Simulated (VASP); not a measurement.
# BeS (F-43m) in VASP: further runs, part 2 of 2

VASP 6.6.1. The steps go on from the part before.

### Step 3. Relaxation of cell and atoms, PBEsol

INCAR reads:

```
SYSTEM = BeS
PREC     = Accurate       ! precision mode
ENCUT    = 580            ! plane-wave cutoff, eV
EDIFF    = 1E-7           ! SCF threshold, eV
ISMEAR   = 0              ! smearing method
SIGMA    = 0.02           ! smearing width, eV
LREAL    = .FALSE.        ! projectors in reciprocal space
LASPH    = .TRUE.         ! aspherical terms in the spheres
NELM     = 80             ! most SCF steps
ALGO     = Fast           ! electronic algorithm
ISIF     = 3              ! what is computed and relaxed
LWAVE    = .FALSE.        ! write WAVECAR
LCHARG   = .FALSE.        ! write CHGCAR
GGA      = PS             ! functional
IBRION   = 2              ! ionic algorithm
NSW      = 90             ! ionic steps
EDIFFG   = -0.005         ! ionic threshold
```

KPOINTS reads:

```
Automatic mesh
0
G
  8 8 8
  0 0 0
```

POSCAR reads:

```
BeS
1.0
    0.0000000000      2.4351516500      2.4351516500
    2.4351516500      0.0000000000      2.4351516500
    2.4351516500      2.4351516500      0.0000000000
Be S
1 1
Direct
    0.0000000000      0.0000000000      0.0000000000
    0.2500000000      0.2500000000      0.2500000000
```

Potentials or basis: VASP PAW PBE potentials, release 64 (Be, S).

Launch:

```sh
$ cat potpaw_PBE.64/Be/POTCAR potpaw_PBE.64/S/POTCAR > POTCAR
$ mpirun -np 1 vasp_std > vasp.out
```

OUTCAR:

```text
SYSTEM = BeS
   PREC = Accurate
   ENCUT = 580
   EDIFF = 1E-7
   ISMEAR = 0
   LREAL = .FALSE.
   LASPH = .TRUE.
   NELM = 80
   ISIF = 3
   GGA = PS
   IBRION = 2
   NSW = 90
   EDIFFG = -0.005

 ion  position               nearest neighbor table
   1  0.000  0.000  0.000-   2 2.11   2 2.11   2 2.11   2 2.11
   2  0.250  0.250  0.250-   1 2.11   1 2.11   1 2.11   1 2.11

  LATTYP: Found a face centered cubic cell.
 ALAT       =     4.8703033000

  Lattice vectors:

 A1 = (   0.0000000000,   2.4351516500,   2.4351516500)
 A2 = (   2.4351516500,   0.0000000000,   2.4351516500)
 A3 = (   2.4351516500,   2.4351516500,   0.0000000000)

Analysis of symmetry for initial positions (statically):
=====================================================================
 Subroutine PRICEL returns:
 Original cell was already a primitive cell.

 Routine SETGRP: Setting up the symmetry group for a
 face centered cubic supercell.

 Subroutine GETGRP returns: Found 24 space group operations
 (whereof 24 operations were pure point group operations)
 out of a pool of 48 trial point group operations.

The static configuration has the point symmetry T_d .

Analysis of symmetry for dynamics (positions and initial velocities):
=====================================================================
 Subroutine PRICEL returns:
 Original cell was already a primitive cell.

 Routine SETGRP: Setting up the symmetry group for a
 face centered cubic supercell.

 Subroutine GETGRP returns: Found 24 space group operations
 (whereof 24 operations were pure point group operations)
 out of a pool of 48 trial point group operations.

The dynamic configuration has the point symmetry T_d .

 Subroutine INISYM returns: Found 24 space group operations
 (whereof 24 operations are pure point group operations),
 and found     1 'primitive' translations

----------------------------------------------------------------------------------------

                                     Primitive cell

  volume of cell :      28.8807

  direct lattice vectors                    reciprocal lattice vectors
     0.000000000  2.435151650  2.435151650    -0.205326021  0.205326021  0.205326021
     2.435151650  0.000000000  2.435151650     0.205326021 -0.205326021  0.205326021
     2.435151650  2.435151650  0.000000000     0.205326021  0.205326021 -0.205326021

  length of vectors
     3.443824490  3.443824490  3.443824490     0.355635101  0.355635101  0.355635101

  position of ions in fractional coordinates (direct lattice)
     0.000000000  0.000000000  0.000000000
     0.250000000  0.250000000  0.250000000

  ion indices of the primitive-cell ions
   primitive index   ion index
                 1           1
                 2           2

----------------------------------------------------------------------------------------

 KPOINTS: Automatic mesh

Automatic generation of k-mesh.
 Grid dimensions read from file:
[... 45 lines left out ...]
 -0.375000  0.250000  0.125000     24.000000
 [... further k-points ...]
   k-points           NKPTS =     29   k-points in BZ     NKDIM =     29   number of bands    NBANDS=      8
   number of dos      NEDOS =    301   number of ions     NIONS =      2
   total plane-waves  NPLWV =  21952
   dimension x,y,z NGX =    28 NGY =   28 NGZ =   28
   dimension x,y,z NGXF=    56 NGYF=   56 NGZF=   56
   ions per type =               1   1
   NGX,Y,Z   is equivalent  to a cutoff of  13.52, 13.52, 13.52 a.u.
   NGXF,Y,Z  is equivalent  to a cutoff of  27.03, 27.03, 27.03 a.u.
 SYSTEM =  BeS
   PREC   = accura    normal or accurate (medium, high low for compatibility)
   ISTART =      0    job   : 0-new  1-cont  2-samecut
   ICHARG =      2    charge: 1-file 2-atom 10-const
   ISPIN  =      1    spin polarized calculation?
   LNONCOLLINEAR =      F non collinear calculations
   LSORBIT =      F    spin-orbit coupling
   LASPH  =      T    aspherical Exc in radial PAW
   ENCUT  =  580.0 eV  42.63 Ry    6.53 a.u.   6.76  6.76  6.76*2*pi/ulx,y,z
   NELM   =     80;   NELMIN=  2; NELMDL= -5     # of ELM steps
   EDIFF  = 0.1E-06   stopping-criterion for ELM
   LREAL  =      F    real-space projection
   EDIFFG = -.5E-02   stopping-criterion for IOM
   NSW    =     90    number of steps for IOM
   IBRION =      2    ionic relax: 0-MD 1-quasi-New 2-CG
   NFREE  =      1    steps in history (QN), initial steepest desc. (CG)
   ISIF   =      3    stress and relaxation
   ISYM   =      2    0-nonsym 1-usesym 2-fastsym
   POTIM  = 0.5000    time-step for ionic-motion
   TEBEG  =    0.0;   TEEND  =   0.0 temperature during run
   PSTRESS=    0.0 pullay stress
   NELECT =       8.0000    total number of electrons
   NUPDOWN=      -1.0000    fix difference up-down
   EMIN   =  10.00;   EMAX   =-10.00  energy-range for DOS
   EFERMI =   0.00;   METHOD = LEGACY
   ISMEAR =     0;   SIGMA  =   0.02  broadening in eV -4-tet -1-fermi 0-gaus
   EFERMI_NEDOS =   21; number of points for ismear=-14 and -15
   IALGO  =     68    algorithm
   IMIX   =      4    mixing-type and parameters
     AMIX     =   0.40;   BMIX     =  1.00
     AMIX_MAG =   1.60;   BMIX_MAG =  1.00
  volume/ion in A,a.u.               =      14.44        97.45
  Fermi-wavevector in a.u.,A,eV,Ry     =   1.067175  2.016668 15.495153  1.138862
  Thomas-Fermi vector in A             =   2.202783
   LORBIT       =      0    0 simple, 1 ext, 2 COOP (PROOUT), +10 PAW based schemes
   GGA     = PS    functional components
   LHFCALC =     F    Hartree Fock is set to
   AEXX    =    0.0000 exact exchange contribution
   IVDW    =     0    specifies the selected vdW correction
   LEPSILON=     F    determine dielectric tensor
   LRPA    =     F    only Hartree local field effects (RPA)
 conjugate gradient relaxation of ions
 non-spin polarized calculation
 RMM-DIIS sequential band-by-band and
 Gauss-broadening in eV      SIGMA  =   0.02
  energy-cutoff  :      580.00
  volume of cell :       28.88
 maximum number of plane-waves:       941
   NGX = 13   NGY = 13   NGZ = 13

--------------------------------------- Ionic step        1  -------------------------------------------

 number of electron       7.9999999 magnetization

 Free energy of the ion-electron system (eV)
  ---------------------------------------------------
  ext. energy  EPLUGINS =         0.00000000
  ---------------------------------------------------
  free energy    TOTEN  =       -10.56159557 eV

  energy without entropy =      -10.56159557  energy(sigma->0) =      -10.56159557

------------------------ aborting loop because EDIFF is reached ----------------------------------------

  FORCE on cell =-STRESS in cart. coord.  units (eV):
  Direction    XX          YY          ZZ          XY          YZ          ZX
  --------------------------------------------------------------------------------------
  -------------------------------------------------------------------------------------
  Total       -0.3043493     -0.3043493     -0.3043493      0.0000000      0.0000000      0.0000000
  in kB      -16.8839799    -16.8839799    -16.8839799      0.0000000      0.0000000      0.0000000
  external PRESSURE =     -16.8839799 kB  Pullay stress =       0.0000000 kB
[... 59 lines left out ...]
--------------------------------------- Ionic step        3  -------------------------------------------

 number of electron       7.9999999 magnetization

 Free energy of the ion-electron system (eV)
  ---------------------------------------------------
  ext. energy  EPLUGINS =         0.00000000
  ---------------------------------------------------
  free energy    TOTEN  =       -10.56438031 eV

  energy without entropy =      -10.56438031  energy(sigma->0) =      -10.56438031

 E-fermi :   4.3181     XC(G=0):  -9.9239

 val. band max:        4.2027180501   @ k =   0.0000   0.0000   0.0000
 cond. band min:       7.1178090115   @ k =   0.5000   0.5000   0.0000
 fundamental gap:      2.9150909614
 Fermi energy:         4.3181173065

 k-point     1 :       0.0000    0.0000    0.0000
  band No.  band energies     occupation
      1      -9.5528      2.00000
      2       4.2027      2.00000
      3       4.2027      2.00000
      4       4.2027      2.00000
      5       9.8096      0.00000
      6       9.8096      0.00000
      7       9.8096      0.00000
      8       9.9559      0.00000
[... 243 lines left out ...]
 k-point    24 :      -0.3750    0.2500    0.1250
  band No.  band energies     occupation
      1      -7.6204      2.00000
      2      -1.1541      2.00000
      3       1.3747      2.00000
      4       2.3232      2.00000
      5      10.1688      0.00000
      6      10.7180      0.00000
      7      13.3137      0.00000
      8      14.6490      0.00000

 [... further k-points ...]
[... 5 lines left out ...]
  --------------------------------------------------------------------------------------
  -------------------------------------------------------------------------------------
  Total       -0.0018428     -0.0018428     -0.0018428     -0.0000000      0.0000000      0.0000000
  in kB       -0.1040993     -0.1040993     -0.1040993     -0.0000000      0.0000000      0.0000000
  external PRESSURE =      -0.1040993 kB  Pullay stress =       0.0000000 kB
[... 17 lines left out ...]
  FREE ENERGIE OF THE ION-ELECTRON SYSTEM (eV)
  ---------------------------------------------------
  free  energy   TOTEN  =       -10.5643803064 eV

  energy  without entropy=      -10.5643803064  energy(sigma->0) =      -10.56438031

 reached required accuracy - stopping structural energy minimisation
```

It took 22 s on 1 thread of Intel Xeon Platinum 8259CL at 2.50GHz (Skylake/Cascade Lake), shared host; peak memory 0.15 GiB.

What came out:

```yaml
Free_energy: -10.5644 eV
Relaxed_volume: 14.18 Å³/atom
Relaxed_cell: a = 3.423 Å, b = 3.423 Å, c = 3.423 Å, α = 60.00°, β = 60.00°, γ = 60.00°
Space_group_after_relaxing_to_0.05_Å: F-43m (No. 216)
Energy_gained_by_relaxing: 1.4 meV/atom
Ionic_steps: 3
Pressure_after_relaxing: 0.0 GPa
Band_gap_on_the_k_mesh: 2.92 eV, indirect (least direct gap 5.61 eV)
```

Step by step:
```
step  energy change (eV)  largest force (eV/Å)  pressure (GPa)  volume (Å³)
   1              0.0000                0.0000           -1.69        28.88
   2             -0.0026                0.0000            0.39        28.25
   3             -0.0028                0.0000           -0.01        28.36
```

Final structure:
```
Be S
1.0
     0.00000    2.42048    2.42048
     2.42048    0.00000    2.42048
     2.42048    2.42048    0.00000
Be S
1 1
Direct
  0.00000 0.00000 0.00000
  0.25000 0.25000 0.25000
```

Levels at points of the mesh, in eV from the valence-band top:
| k point | band 1 | band 2 | band 3 | band 4 | band 5 | band 6 | band 7 | band 8 |
| --- | --- | --- | --- | --- | --- | --- | --- | --- |
| (0.00, 0.00, 0.00) | -13.76 | 0.00 | 0.00 | 0.00 | 5.61 | 5.61 | 5.61 | 5.75 |
| (0.50, 0.00, 0.00) | -12.11 | -5.90 | -1.05 | -1.05 | 5.40 | 6.48 | 6.48 | 11.00 |
| (0.50, 0.50, 0.00) | -11.55 | -5.10 | -2.69 | -2.69 | 2.92 | 4.81 | 12.79 | 12.79 |

Caveat: the PAW data sets were made with another functional, which shifts forces and pressure a little.

### Step 4. Relaxation of cell and atoms, RPBE

INCAR, as its differences from that of step 3:

```diff
@@ -2,3 +2,3 @@
 PREC     = Accurate       ! precision mode
-ENCUT    = 580            ! plane-wave cutoff, eV
+ENCUT    = 600            ! plane-wave cutoff, eV
 EDIFF    = 1E-7           ! SCF threshold, eV
@@ -13,3 +13,3 @@
 LCHARG   = .FALSE.        ! write CHGCAR
-GGA      = PS             ! functional
+GGA      = RP             ! functional
 IBRION   = 2              ! ionic algorithm
```

KPOINTS is that of step 3.

POSCAR is that of step 3.

Launch:

```sh
$ cat potpaw_PBE.64/Be/POTCAR potpaw_PBE.64/S/POTCAR > POTCAR
$ mpirun -np 1 vasp_std > vasp.out
```

Wall time 23 s (1 thread of Intel Xeon Platinum 8259CL at 2.50GHz (Skylake/Cascade Lake), shared host); peak memory 0.15 GiB.

It converged, with:

```yaml
Free_energy: -9.4213 eV
Relaxed_volume: 14.86 Å³/atom
Relaxed_cell: a = 3.477 Å, b = 3.477 Å, c = 3.477 Å, α = 60.00°, β = 60.00°, γ = 60.00°
Space_group_after_relaxing_to_0.05_Å: F-43m (No. 216)
Energy_gained_by_relaxing: 3.3 meV/atom
Ionic_steps: 3
Pressure_after_relaxing: 0.0 GPa
Band_gap_on_the_k_mesh: 3.32 eV, indirect (least direct gap 5.70 eV)
```

The path:
| step | energy change (eV) | largest force (eV/Å) | pressure (GPa) | volume (Å³) |
| --- | --- | --- | --- | --- |
| 1 | 0.0000 | 0.0000 | 2.64 | 28.88 |
| 2 | -0.0064 | 0.0000 | -0.49 | 29.89 |
| 3 | -0.0067 | 0.0000 | 0.01 | 29.71 |

Final structure:
```
Be S
1.0
     0.00000    2.45835    2.45835
     2.45835    0.00000    2.45835
     2.45835    2.45835    0.00000
Be S
1 1
Direct
  0.00000 0.00000 0.00000
  0.25000 0.25000 0.25000
```

Levels at points of the mesh, in eV from the valence-band top:
```tsv
k point	band 2	band 3	band 4	band 5	band 6	band 7
(0.00, 0.00, 0.00)	0.00	0.00	0.00	5.70	5.74	5.74
(0.50, 0.00, 0.00)	-5.49	-0.97	-0.97	5.41	6.62	6.62
(0.50, 0.50, 0.00)	-4.80	-2.49	-2.49	3.32	5.01	12.54
```

Caveat: the PAW data sets were made with another functional, which shifts forces and pressure a little. Expect the measured gap to be larger: semilocal functionals such as RPBE lack the derivative discontinuity.

### Step 5. Overview

| task | level | cell | cutoff (eV) | gap on the mesh (eV) | pressure (GPa) | relaxed volume (Å³/atom) |
| --- | --- | --- | --- | --- | --- | --- |
| single point | PBEsol | as given | 520 | 2.96 | -1.7 | - |
| relaxation of cell and atoms | PBEsol | relaxed | 580 | 2.92 | 0.0 | 14.18 |
| relaxation of cell and atoms | RPBE | relaxed | 600 | 3.32 | 0.0 | 14.86 |

Alike in all rows: potentials or basis VASP PAW PBE potentials, release 64 (Be, S); no spin polarisation; k mesh 8 × 8 × 8; smearing gaussian 0.02 eV.

Caveats: the PAW data sets were made with another functional, which shifts forces and pressure a little.

Total energies depend on the potentials used, so only differences within one code and one set of settings carry meaning.
